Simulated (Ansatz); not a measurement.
Crystal: Y.

```
Y
1.0
     3.64254    0.00000    0.00000
    -1.82127    3.15454    0.00000
     0.00000    0.00000   11.84413
Y
4
Direct
  0.66667 0.33333 0.75000
  0.00000 0.00000 0.50000
  0.33333 0.66667 0.25000
  0.00000 0.00000 0.00000
```

| Quantity | Value |
| --- | --- |
| Program | Ansatz 0.2.0 |
| Task | relaxation of cell and atoms |
| Functional | PBE |
| Potentials or basis | Ansatz PAW |
| Cutoff | 420 eV (not typed: the program's choice for these potentials) |
| k mesh | 8 × 8 × 3 |
| Occupations | fermi-dirac, width 0.05 eV |
| Spin | no spin polarisation |

At the start: volume 34.02 Å³/atom.

**Question.** How do energy, volume and symmetry change on relaxing?

**Answer.** It ends after 3 steps and the volume is 32.45 Å³/atom (-4.6 %); space group P6_3/mmc (No. 194, to 0.05 Å).

The path:
```csv
step,energy change (eV),largest force (eV/Å),volume (Å³)
1,0.0000,0.0000,136.10
2,-0.0355,0.0000,129.78
3,-0.0353,0.0000,129.78
```

Final structure:
```
CELL_PARAMETERS angstrom
3.59489 0.00000 0.00000
-1.79745 3.11327 0.00000
0.00000 0.00000 11.59601
ATOMIC_POSITIONS crystal
Y 0.66667 0.33333 0.75000
Y 0.00000 0.00000 0.50000
Y 0.33333 0.66667 0.25000
Y 0.00000 0.00000 0.00000
```

Caveat: the plane-wave basis is chosen anew once the cell has moved, so the energies of steps on either side of that aren't comparable.
